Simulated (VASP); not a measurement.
AgCl:

```
Ag Cl
1.0
     0.00000    2.77266    2.77266
     2.77266    0.00000    2.77266
     2.77266    2.77266    0.00000
Ag Cl
1 1
Direct
  0.00000 0.00000 0.00000
  0.50000 0.50000 0.50000
```

The cell is a database's computed one.

* Program: VASP 6.6.1
* Task: relaxation of cell and atoms
* Functional: PBEsol
* Potentials or basis: VASP PAW PBE potentials, release 64 (Ag, Cl)
* Cutoff: 300 eV
* k mesh: 8 × 8 × 8
* Occupations: gaussian, width 0.02 eV
* Spin: no spin polarisation

At the start: pressure -3.1 GPa; volume 21.32 Å³/atom.

How do energy, volume and symmetry change on relaxing?

Over 3 steps the energy falls by 13.0 meV/atom and the volume is 20.04 Å³/atom (-6.0 %); space group Fm-3m (No. 225, to 0.05 Å).

The path:
| step | energy change (eV) | largest force (eV/Å) | pressure (GPa) | volume (Å³) |
| --- | --- | --- | --- | --- |
| 1 | 0.0000 | 0.0000 | -3.07 | 42.63 |
| 2 | -0.0259 | 0.0000 | -0.11 | 40.16 |
| 3 | -0.0260 | 0.0000 | -0.01 | 40.09 |

Final structure:
```xyz
2
Lattice="0.0000 2.7164 2.7164 2.7164 0.0000 2.7164 2.7164 2.7164 0.0000" Properties=species:S:1:pos:R:3 pbc="T T T"
Ag    0.0000    0.0000    0.0000
Cl    2.7164    2.7164    2.7164
```

Caveat: the cutoff is under 1.25 times the usual one of these potentials, so pressure, stress and relaxed cells hold a basis-set (Pulay) error; the PAW data sets were made with another functional, which shifts forces and pressure a little.
